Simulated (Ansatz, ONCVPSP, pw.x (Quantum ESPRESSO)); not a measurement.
## W (sc): variants of one ONCV potential in the solid

```
Element                 : tungsten (W)
Generator               : ONCVPSP 4.0.1
Type                    : optimised norm-conserving Vanderbilt (ONCV)
Functional              : PBE
Relativity              : scalar-relativistic
Frozen core             : [Kr] 4d10 4f14
Valence charge          : 14
Reference configuration : 5s2 5p6 5d4 6s2
Partial waves           : 5s+6s: rc 1.85 bohr, ncon 3, nbas 7, qcut 8.2 1/bohr, 2 projectors; 5p: rc 1.85 bohr, ncon 4, nbas 9, qcut 7.4 1/bohr, 1 projector; 5d: rc 2.30 bohr, ncon 3, nbas 7, qcut 5.9 1/bohr, 2 projectors, debl 0.8 Ha
Local potential         : polynomial inside 1.25 bohr (lpopt 5, dvloc0 0 Ha)
Core correction         : Teter function, fcfact 3.5, rcfact 1.25
```

Crystal test: sc W in pw.x 7.5, no spin, 12³ k-points, Fermi–Dirac smearing 0.01 Ry, cutoffs set for each file from its atomic test. The reference is all-electron LAPW (Ansatz 0.2.0) with the same functional, mesh and smearing; V0 and B0 come from Birch–Murnaghan fits to the pressures at five volumes. Errors are pseudo minus all-electron; Δ is the rms difference of the E(V) curves that follow from these fits, minima aligned, over ±6 % about the mean V0. Mesh and smearing are coarse, so the numbers serve the comparison and aren't converged zero-temperature values; the lattice is a test structure that the element need not adopt.

All-electron: a0 = 2.638 Å (V0 = 18.36 Å³/atom), B0 = 216.4 GPa.

Base: This is a poor potential for the solid.

| change | cutoffs (Ry) | pw.x | a0 (Å) | a0 error (%) | B0 error (%) | Δ (meV/atom) | mean pressure error (GPa) |
| --- | --- | --- | --- | --- | --- | --- | --- |
| base | 60/240 | converged | 2.617 | -0.79 | +2.3 | 20.8 | -4.92 |
| local potential polynomial inside 1.25 bohr (lpopt 5, dvloc0 -2 Ha) | 60/240 | converged | 2.614 | -0.92 | +2.9 | 24.2 | -5.72 |
| local potential polynomial inside 1.25 bohr (lpopt 5, dvloc0 1 Ha) | 60/240 | converged | 2.618 | -0.74 | +2.0 | 19.5 | -4.63 |
| local potential polynomial inside 1.25 bohr (lpopt 5, dvloc0 4 Ha) | 60/240 | converged | 2.621 | -0.63 | +1.6 | 16.6 | -3.93 |
| local potential polynomial inside 1.25 bohr (lpopt 5, dvloc0 6.5 Ha) | 60/240 | converged | 2.624 | -0.54 | +1.1 | 14.0 | -3.33 |
| local potential polynomial inside 1.25 bohr (lpopt 5, dvloc0 8.5 Ha) | 60/240 | converged | 2.619 | -0.71 | +2.5 | 18.7 | -4.45 |
